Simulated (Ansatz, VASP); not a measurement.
B: VASP beside Ansatz

```
B
1.0
     0.00000    1.42312    1.42312
     1.42312    0.00000    1.42312
     1.42312    1.42312    0.00000
B
1
Cartesian
  0.0000 0.0000 0.0000
```

Alike in both runs: functional PBE; k mesh 22 × 22 × 22; occupations fermi-dirac, width 0.08 eV; no spin polarisation.

Ansatz relaxed the structure, and its values are those at the end. VASP's run is a single point on that final structure, the one shown.

|  | VASP | Ansatz |
| --- | --- | --- |
| version | VASP 6.6.1 | Ansatz 0.2.0 |
| potentials or method | VASP PAW PBE potentials, release 64 (B), cutoff 520 eV | all-electron LAPW, scalar-relativistic |

```tsv
	VASP	Ansatz	Ansatz less VASP
pressure (GPa)	5.9	5.9	+0.01
```

Ansatz ran all-electron here, so the differences hold the error of VASP's frozen core and of both bases.
